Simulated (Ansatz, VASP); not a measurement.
# Two plane-wave programs on Si3O2

INCAR

```
SYSTEM = Si3O2
PREC = Accurate
ENCUT = 520
EDIFF = 1E-7
ISMEAR = 0
SIGMA = 0.1
LREAL = .False.
LASPH = .True.
NELM = 150
ALGO = Normal
ISIF = 2
LWAVE = .False.
LCHARG = .False.
ISPIN = 2
MAGMOM = 0 0 0 1 1
LORBIT = 11
GGA = PE
NBANDS = 24
```

File KPOINTS:

```
regular mesh
0
Gamma
  4 4 6
  0 0 0
```

File POSCAR:

```
Si3O2
1.0
    4.5012169400      0.0000000000      0.0000000000
    0.0000000000      4.5012169400      0.0000000000
    0.0000000000      0.0000000000      3.3357033900
Si O
3 2
Direct
    0.5000000000      0.5000000000      0.4793932500
    0.5000000000      0.5000000000      0.9783680900
    0.0000000000      0.0000000000      0.5312098000
    0.5000000000      0.0000000000      0.4168319800
    0.0000000000      0.5000000000      0.4168319800
```

Input for Ansatz:

```yaml
crystal:
  lattice:
    - [4.50121694, 0.0, 0.0]
    - [0.0, 4.50121694, 0.0]
    - [0.0, 0.0, 3.33570339]
  atoms:
    - { symbol: Si, position: [0.5, 0.5, 0.47939325] }
    - { symbol: Si, position: [0.5, 0.5, 0.97836809] }
    - { symbol: Si, position: [0.0, 0.0, 0.5312098] }
    - { symbol: O, position: [0.5, 0.0, 0.41683198], spin: 1.0 }
    - { symbol: O, position: [0.0, 0.5, 0.41683198], spin: 1.0 }
basis:
  ecutwfc: 420
kpoints:
  mp_grid: { grid: [4, 4, 6] }
hamiltonian:
  xc: pbe
scf:
  occupations: { method: gaussian, width: 0.1 }
  lower_state_search: "off"
output:
  forces: true
  stress: true
  eigenvalues: true
  populations: true
magnetization:
  spin_polarized: true
```

Alike in both runs: task single point; functional PBE; k mesh 4 × 4 × 6; occupations gaussian, width 0.1 eV; collinear spin.

|  | VASP | Ansatz |
| --- | --- | --- |
| version | VASP 6.6.1 | Ansatz 0.2.0 |
| potentials or method | VASP PAW PBE potentials, release 64 (Si, O) | scalar-relativistic, plane waves, PAW |
| plane-wave cutoff (eV) | 520 | 420 |
| valence electrons in the cell | 24 | 24 |

```tsv
	VASP	Ansatz	Ansatz less VASP
gap on the k mesh at the Fermi level (eV)	none	none	-
rms of the force components (eV/Å)	0.151	0.158	+0.0072
net moment per atom (μB)	0.00	0.00	0.000
```

Atom by atom the forces differ by 0.008 eV/Å (rms over components). A gap of «none» marks a metal or a gap that the smearing closes. The functional is the same, so the differences come from potentials, cutoffs and numerics. Ansatz warned: «seeded_moment_not_kept».
